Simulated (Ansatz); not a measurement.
## SiC (Moissanite 3C) under changes of volume

One of the cells (10.346 Å³/atom); the others are scaled copies at fixed shape and fractional positions:

```
Si C
1.0
     0.00000    2.17900    2.17900
     2.17900    0.00000    2.17900
     2.17900    2.17900    0.00000
Si C
1 1
Direct
  0.00000 0.00000 0.00000
  0.75000 0.75000 0.75000
```

```yaml
Program: Ansatz 0.2.0
Functional: PBE
Potentials_or_basis: all-electron LAPW, scalar-relativistic
Cutoff: 380 eV (chosen from the basis error)
Basis_error_allowed: 0.0005 eV/atom
k_mesh: 10 × 10 × 10
Occupations: fermi-dirac, width 0.05 eV
Spin: no spin polarisation
```

| volume (Å³/atom) | energy over the lowest point (meV/atom) | pressure (GPa) | gap on the mesh (eV) |
| --- | --- | --- | --- |
| 9.725 | ? | ? | ? |
| 9.932 | 22.29 | 13.2 | 1.32 |
| 10.139 | 8.65 | 8.0 | 1.34 |
| 10.346 | 1.42 | 3.3 | 1.36 |
| 10.553 | 0.00 | -1.0 | 1.38 |
| 10.760 | 3.86 | -4.9 | 1.39 |
| 10.967 | 12.51 | -8.4 | 1.41 |

**Question.** What does the run at 9.725 Å³/atom give?

**Answer.** Energy over the lowest point 42.99 meV/atom; pressure 18.9 GPa; gap on the mesh 1.30 eV.

Worked out: A Birch-Murnaghan fit of order 3 (a polynomial in V^(-2/3)) to the other rows has its minimum at 10.50 Å³/atom with B0 = V·E''(V) = 212 GPa and B' = 3.9. It gives 43.00 meV/atom at 9.725 Å³/atom, against the run's 42.99, and -dE/dV = 18.9 GPa, against 18.9. A straight line through the other rows of the gap, of slope 0.894 eV per unit of ln V, extrapolates to 1.30 eV, against the run's 1.30.

Energies are extrapolated to zero smearing.

A mesh can miss the band edges.
